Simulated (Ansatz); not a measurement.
Crystal: WC (Qusongite).

```
W C
1.0
     2.90650    0.00000    0.00000
    -1.45325    2.51710    0.00000
     0.00000    0.00000    2.83660
W C
1 1
Direct
  0.00000 0.00000 0.00000
  0.66667 0.33333 0.50000
```

- Program: Ansatz 0.2.0
- Task: relaxation of cell and atoms
- Functional: PBE
- Potentials or basis: Ansatz PAW
- Cutoff: 420 eV (not typed: the program's choice for these potentials)
- k mesh: 10 × 10 × 9
- Occupations: fermi-dirac, width 0.05 eV
- Spin: no spin polarisation

At the start: volume 10.38 Å³/atom.

Q: How do energy, volume and symmetry change on relaxing?

A: It ends after 5 steps and the volume is 10.52 Å³/atom (+1.4 %); space group P-6m2 (No. 187, to 0.05 Å).

The path:
```
step  energy change (eV)  largest force (eV/Å)  volume (Å³)
   1              0.0000                0.0000        20.75
   2              0.0001                0.0000        21.24
   3             -0.0046                0.0000        21.06
   4             -0.0046                0.0000        21.05
   5             -0.0052                0.0000        21.05
```

Final structure:
```xyz
2
Lattice="2.9226 0.0000 0.0000 -1.4613 2.5310 0.0000 0.0000 0.0000 2.8456" Properties=species:S:1:pos:R:3 pbc="T T T"
W     0.0000    0.0000    0.0000
C     1.4613    0.8437    1.4228
```

Caveat: the plane-wave basis is chosen anew once the cell has moved, so the energies of steps on either side of that aren't comparable; the pressure holds a Pulay correction of +0.3 GPa for the finite cutoff.
